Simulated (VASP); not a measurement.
# TiSe2 (P-3m1) in VASP: a series of runs

The runs below take TiSe2 through relaxation of cell and atoms, with PBE+D3(BJ), r2SCAN.

The COD entry that gives the cell may itself be a prediction, so a difference from it is no test against experiment.

Program: VASP 6.6.1. These are calculated values, not measurements. Logs are shortened: lines on timing, memory, paths and dates and some standing lists are left out, and cuts for length are marked.

## (1) Starting point

It takes space group P-3m1 (No. 164, trigonal). The conventional cell has a = 3.536 Å, b = 3.536 Å, c = 6.004 Å, α = 90.00°, β = 90.00°, γ = 120.00°. Ti (site symmetry -3m) has 6 Se at 2.55 Å as nearest neighbours. Around Se (site symmetry 3m) lie 3 Ti at 2.55 Å.

## (2) Relaxation of cell and atoms, PBE+D3(BJ), target pressure 3.12 GPa, at which the enthalpy is minimised

The input, INCAR:

```
  ALGO = Normal
  EDIFF = 1E-6
  EDIFFG = -0.01
  ENCUT = 600
  GGA = PE
  IBRION = 2
  ISIF = 3
  ISMEAR = 1
  IVDW = 12
  LASPH = T
  LCHARG = F
  LREAL = F
  LWAVE = F
  NELM = 80
  NSW = 90
  PREC = Accurate
  PSTRESS = 31.2
  SIGMA = 0.1
```

The input, KPOINTS:

```
k-points
0
Gamma
  12 12 6
```

The input, POSCAR:

```
TiSe2
1.0
    3.5360000000      0.0000000000      0.0000000000
   -1.7680000000      3.0622658278      0.0000000000
    0.0000000000      0.0000000000      6.0040000000
Ti Se
1 2
Direct
    0.0000000000      0.0000000000      0.0000000000
    0.3333333333      0.6666666667      0.2552000000
    0.6666666667      0.3333333333      0.7448000000
```

Potentials or basis: VASP PAW PBE potentials, release 64 (Ti_sv, Se).

Launch:

```
cat potpaw_PBE.64/Ti_sv/POTCAR potpaw_PBE.64/Se/POTCAR > POTCAR
mpirun -np 1 vasp_std > vasp.out
```

OUTCAR:

```text
EDIFF = 1E-6
   EDIFFG = -0.01
   ENCUT = 600
   GGA = PE
   IBRION = 2
   ISIF = 3
   ISMEAR = 1
   IVDW = 12
   LASPH = T
   LREAL = F
   NELM = 80
   NSW = 90
   PREC = Accurate
   PSTRESS = 31.2
 IVDW          = 12

 ion  position               nearest neighbor table
   1  0.000  0.000  0.000-   2 2.55   3 2.55   3 2.55   2 2.55   3 2.55   2 2.55
   2  0.333  0.667  0.255-   1 2.55   1 2.55   1 2.55
   3  0.667  0.333  0.745-   1 2.55   1 2.55   1 2.55

  LATTYP: Found a hexagonal cell.
 ALAT       =     3.5360000000
 C/A-ratio  =     1.6979638009

  Lattice vectors:

 A1 = (   3.5360000000,   0.0000000000,   0.0000000000)
 A2 = (  -1.7680000000,   3.0622658278,   0.0000000000)
 A3 = (   0.0000000000,   0.0000000000,   6.0040000000)

Analysis of symmetry for initial positions (statically):
=====================================================================
 Subroutine PRICEL returns:
 Original cell was already a primitive cell.

 Routine SETGRP: Setting up the symmetry group for a
 hexagonal supercell.

 Subroutine GETGRP returns: Found 12 space group operations
 (whereof 12 operations were pure point group operations)
 out of a pool of 24 trial point group operations.

The static configuration has the point symmetry D_3d.

Analysis of symmetry for dynamics (positions and initial velocities):
=====================================================================
 Subroutine PRICEL returns:
 Original cell was already a primitive cell.

 Routine SETGRP: Setting up the symmetry group for a
 hexagonal supercell.

 Subroutine GETGRP returns: Found 12 space group operations
 (whereof 12 operations were pure point group operations)
 out of a pool of 24 trial point group operations.

The dynamic configuration has the point symmetry D_3d.

 Subroutine INISYM returns: Found 12 space group operations
 (whereof 12 operations are pure point group operations),
 and found     1 'primitive' translations

----------------------------------------------------------------------------------------

                                     Primitive cell

  volume of cell :      65.0123

  direct lattice vectors                    reciprocal lattice vectors
     3.536000000  0.000000000  0.000000000     0.282805430  0.163277791  0.000000000
    -1.768000000  3.062265828  0.000000000     0.000000000  0.326555582  0.000000000
     0.000000000  0.000000000  6.004000000     0.000000000  0.000000000  0.166555630

  length of vectors
     3.536000000  3.536000000  6.004000000     0.326555582  0.326555582  0.166555630

  position of ions in fractional coordinates (direct lattice)
     0.000000000  0.000000000  0.000000000
     0.333333333  0.666666667  0.255200000
     0.666666667  0.333333333  0.744800000

  ion indices of the primitive-cell ions
   primitive index   ion index
                 1           1
                 2           2
                 3           3

----------------------------------------------------------------------------------------

 KPOINTS: k-points

Automatic generation of k-mesh.
 Grid dimensions read from file:
 generate k-points for:   12   12    6

 Generating k-lattice:

  Cartesian coordinates                     Fractional coordinates (reciprocal lattice)
     0.023567119  0.013606483  0.000000000     0.083333333  0.000000000  0.000000000
     0.000000000  0.027212965  0.000000000     0.000000000  0.083333333  0.000000000
     0.000000000  0.000000000  0.027759272     0.000000000  0.000000000  0.166666667

  Length of vectors
     0.027212965  0.027212965  0.027759272

  Shift w.r.t. Gamma in fractional coordinates (k-lattice)
     0.000000000  0.000000000  0.000000000

 Subroutine IBZKPT returns following result:
 ===========================================

 Found    100 irreducible k-points:

 Following reciprocal coordinates:
            Coordinates               Weight
  0.000000  0.000000  0.000000      1.000000
  0.083333  0.000000  0.000000      6.000000
  0.166667  0.000000  0.000000      6.000000
  0.250000  0.000000  0.000000      6.000000
  0.333333  0.000000  0.000000      6.000000
  0.416667  0.000000  0.000000      6.000000
[... 16 lines left out ...]
  0.166667  0.000000  0.166667      6.000000
  0.000000  0.166667  0.166667      6.000000
 [... further k-points ...]
   k-points           NKPTS =    100   k-points in BZ     NKDIM =    100   number of bands    NBANDS=     16
   number of dos      NEDOS =    301   number of ions     NIONS =      3
   total plane-waves  NPLWV =  37632
   dimension x,y,z NGX =    28 NGY =   28 NGZ =   48
   dimension x,y,z NGXF=    56 NGYF=   56 NGZF=   96
   ions per type =               1   2
   NGX,Y,Z   is equivalent  to a cutoff of  13.16, 13.16, 13.29 a.u.
   NGXF,Y,Z  is equivalent  to a cutoff of  26.33, 26.33, 26.58 a.u.
 SYSTEM =  unknown system
   PREC   = accura    normal or accurate (medium, high low for compatibility)
   ISTART =      0    job   : 0-new  1-cont  2-samecut
   ICHARG =      2    charge: 1-file 2-atom 10-const
   ISPIN  =      1    spin polarized calculation?
   LNONCOLLINEAR =      F non collinear calculations
   LSORBIT =      F    spin-orbit coupling
   LASPH  =      T    aspherical Exc in radial PAW
   ENCUT  =  600.0 eV  44.10 Ry    6.64 a.u.   7.06  7.06 11.99*2*pi/ulx,y,z
   NELM   =     80;   NELMIN=  2; NELMDL= -5     # of ELM steps
   EDIFF  = 0.1E-05   stopping-criterion for ELM
   LREAL  =      F    real-space projection
   EDIFFG = -.1E-01   stopping-criterion for IOM
   NSW    =     90    number of steps for IOM
   IBRION =      2    ionic relax: 0-MD 1-quasi-New 2-CG
   NFREE  =      1    steps in history (QN), initial steepest desc. (CG)
   ISIF   =      3    stress and relaxation
   ISYM   =      2    0-nonsym 1-usesym 2-fastsym
   POTIM  = 0.5000    time-step for ionic-motion
   TEBEG  =    0.0;   TEEND  =   0.0 temperature during run
   PSTRESS=   31.2 pullay stress
   NELECT =      24.0000    total number of electrons
   NUPDOWN=      -1.0000    fix difference up-down
   EMIN   =  10.00;   EMAX   =-10.00  energy-range for DOS
   EFERMI =   0.00;   METHOD = LEGACY
   ISMEAR =     1;   SIGMA  =   0.10  broadening in eV -4-tet -1-fermi 0-gaus
   EFERMI_NEDOS =   21; number of points for ismear=-14 and -15
   IALGO  =     38    algorithm
   IMIX   =      4    mixing-type and parameters
     AMIX     =   0.40;   BMIX     =  1.00
     AMIX_MAG =   1.60;   BMIX_MAG =  1.00
  volume/ion in A,a.u.               =      21.67       146.24
  Fermi-wavevector in a.u.,A,eV,Ry     =   1.174393  2.219280 18.765127  1.379198
  Thomas-Fermi vector in A             =   2.310790
   LORBIT       =      0    0 simple, 1 ext, 2 COOP (PROOUT), +10 PAW based schemes
   GGA     = PE    functional components
   LHFCALC =     F    Hartree Fock is set to
   AEXX    =    0.0000 exact exchange contribution
   IVDW    =    12    specifies the selected vdW correction
   LEPSILON=     F    determine dielectric tensor
   LRPA    =     F    only Hartree local field effects (RPA)
 conjugate gradient relaxation of ions
 non-spin polarized calculation
 Methfessel and Paxton  Order N= 1 SIGMA  =   0.10
  energy-cutoff  :      600.00
  volume of cell :       65.01
 maximum number of plane-waves:      2193
   NGX = 15   NGY = 15   NGZ = 23

--------------------------------------- Ionic step        1  -------------------------------------------

 number of electron      24.0000001 magnetization

 Free energy of the ion-electron system (eV)
  ---------------------------------------------------
  ext. energy  EPLUGINS =         0.00000000
  ---------------------------------------------------
  free energy    TOTEN  =       -18.17606113 eV

  energy without entropy =      -18.17651070  energy(sigma->0) =      -18.17621099

 E-fermi :   4.7961     XC(G=0):  -9.9970

 val. band max:        4.7445082451   @ k =   0.5000   0.0000   0.3333
 cond. band min:       4.8065377620   @ k =   0.0000   0.3333   0.3333
 fundamental gap:      0.0620295170
 Fermi energy:         4.7960722754

 k-point     1 :       0.0000    0.0000    0.0000
  band No.  band energies     occupation
      1     -52.8289      2.00000
      2     -29.0548      2.00000
      3     -29.0439      2.00000
      4     -29.0439      2.00000
      5      -9.1572      2.00000
      6      -7.7283      2.00000
[... 433 lines left out ...]
      3     -29.0501      2.00000
      4     -29.0490      2.00000
      5      -8.8089      2.00000
      6      -7.7232      2.00000
[... 8 lines left out ...]
     15       6.2702     -0.00000
     16       7.5841      0.00000

 [... further k-points ...]

------------------------ aborting loop because EDIFF is reached ----------------------------------------

 Edisp (eV)   -1.27747

 E8    (eV) :    -0.5543
[... 116 lines left out ...]
  energy  without entropy=      -19.4400420268  energy(sigma->0) =      -19.43981726

  enthalpy is  TOTEN    =       -18.2435780500 eV   P V=        1.1961268308

[... ionic steps 4 to 8 ...]

--------------------------------------- Ionic step        9  -------------------------------------------

 number of electron      24.0000001 magnetization

------------------------ aborting loop because EDIFF is reached ----------------------------------------
[... 81 lines left out ...]
--------------------------------------- Ionic step       11  -------------------------------------------

 number of electron      24.0000000 magnetization

 Free energy of the ion-electron system (eV)
  ---------------------------------------------------
  ext. energy  EPLUGINS =         0.00000000
  ---------------------------------------------------
  free energy    TOTEN  =       -18.00848714 eV

  energy without entropy =      -18.00865605  energy(sigma->0) =      -18.00854344

 E-fermi :   6.0471     XC(G=0): -10.6189

 val. band max:        6.0441361856   @ k =   0.5000   0.0000   0.1667
 cond. band min:       6.0474025704   @ k =   0.0000   0.0833   0.3333
 fundamental gap:      0.0032663848
 Fermi energy:         6.0471479522

 k-point     1 :       0.0000    0.0000    0.0000
  band No.  band energies     occupation
      1     -51.3540      2.00000
      2     -27.6020      2.00000
      3     -27.5782      2.00000
      4     -27.5782      2.00000
      5      -8.5024      2.00000
      6      -6.6018      2.00000
[... 433 lines left out ...]
      3     -27.5950      2.00000
      4     -27.5852      2.00000
      5      -8.0845      2.00000
      6      -6.6337      2.00000
[... 8 lines left out ...]
     15       7.7306     -0.00000
     16       9.1142      0.00000

 [... further k-points ...]

------------------------ aborting loop because EDIFF is reached ----------------------------------------

 Edisp (eV)   -1.43633

 E8    (eV) :    -0.6229
[... 30 lines left out ...]
  energy  without entropy=      -19.4449864377  energy(sigma->0) =      -19.44487383

  enthalpy is  TOTEN    =       -18.3144966807 eV   P V=        1.1303208461

 reached required accuracy - stopping structural energy minimisation
```

Wall time 7.4 min (1 thread of AMD EPYC 9R45 (Zen 5), shared host); peak memory 0.27 GiB.

What came out:

```
Free energy                                            : -19.4448 eV
Relaxed volume                                         : 19.35 Å³/atom
Relaxed cell                                           : a = 3.429 Å, b = 3.429 Å, c = 5.700 Å, α = 90.00°, β = 90.00°, γ = 120.00°
Space group after relaxing (to 0.05 Å)                 : P-3m1 (No. 164)
Energy change on relaxing (the enthalpy is what falls) : +2.9 meV/atom
Ionic steps                                            : 11
Pressure after relaxing                                : 3.1 GPa
Band gap on the k mesh                                 : none (metal or under the smearing width)
Dispersion energy per atom                             : -0.479 eV
```

Step by step:
| step | energy change (eV) | largest force (eV/Å) | pressure (GPa) | volume (Å³) |
| --- | --- | --- | --- | --- |
| 1 | 0.0000 | 0.0905 | -1.57 | 65.01 |
| 2 | 0.0809 | 1.0679 | 7.08 | 59.23 |
| 3 | 0.0138 | 0.6589 | 3.31 | 61.42 |
| 4 | 0.0015 | 0.4465 | 3.19 | 60.37 |
| 5 | 0.0270 | 0.0696 | 3.20 | 58.12 |
| 6 | 0.0120 | 0.0834 | 3.18 | 58.74 |
| 7 | 0.0050 | 0.0303 | 2.93 | 58.51 |
| 8 | 0.0051 | 0.0368 | 2.74 | 58.24 |
| 9 | 0.0054 | 0.0407 | 2.73 | 58.23 |
| 10 | 0.0184 | 0.0979 | 3.96 | 57.62 |
| 11 | 0.0087 | 0.0006 | 3.11 | 58.04 |

Final structure:
```
CELL_PARAMETERS angstrom
3.42912 0.00000 0.00000
-1.71456 2.96970 0.00000
0.00000 0.00000 5.69984
ATOMIC_POSITIONS crystal
Ti 0.00000 0.00000 0.00000
Se 0.33333 0.66667 0.27387
Se 0.66667 0.33333 0.72613
```

Caveat: the cell is relaxed towards a set pressure, so the enthalpy falls and the energy may rise.

(Continued in part 2 of 2.)
